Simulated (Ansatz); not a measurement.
# PbO2 under changes of volume

One of the cells (13.151 Å³/atom); the others are scaled copies at fixed shape and fractional positions:

```
Pb O
1.0
     0.00000    2.70199    2.70199
     2.70199    0.00000    2.70199
     2.70199    2.70199    0.00000
Pb O
1 2
Direct
  0.00000 0.00000 0.00000
  0.75000 0.75000 0.75000
  0.25000 0.25000 0.25000
```

The cell comes from a database or a generator and needn't be the stable form of this composition.

| Item | Value |
| --- | --- |
| Program | Ansatz 0.2.0 |
| Functional | PBE |
| Potentials or basis | Ansatz PAW |
| Cutoff | 420 eV (not typed: the program's choice for these potentials) |
| k mesh | 9 × 9 × 9 |
| Occupations | fermi-dirac, width 0.05 eV |
| Spin | no spin polarisation |

```csv
volume (Å³/atom),energy over the lowest point (meV/atom),pressure (GPa)
12.362,24.65,10.1
12.625,10.97,6.5
12.888,2.97,3.3
13.151,0.00,0.4
13.414,1.51,-2.2
13.677,?,?
13.940,15.91,-6.4
```

**Question.** What does the run at 13.677 Å³/atom give?

**Answer.** Energy over the lowest point 6.92 meV/atom; pressure -4.4 GPa.

Worked out: A Birch-Murnaghan fit of order 3 (a polynomial in V^(-2/3)) to the other rows has its minimum at 13.19 Å³/atom with B0 = V·E''(V) = 134 GPa and B' = 5.1. It gives 6.96 meV/atom at 13.677 Å³/atom, against the run's 6.92, and -dE/dV = -4.4 GPa, against -4.4.

Energies are extrapolated to zero smearing.
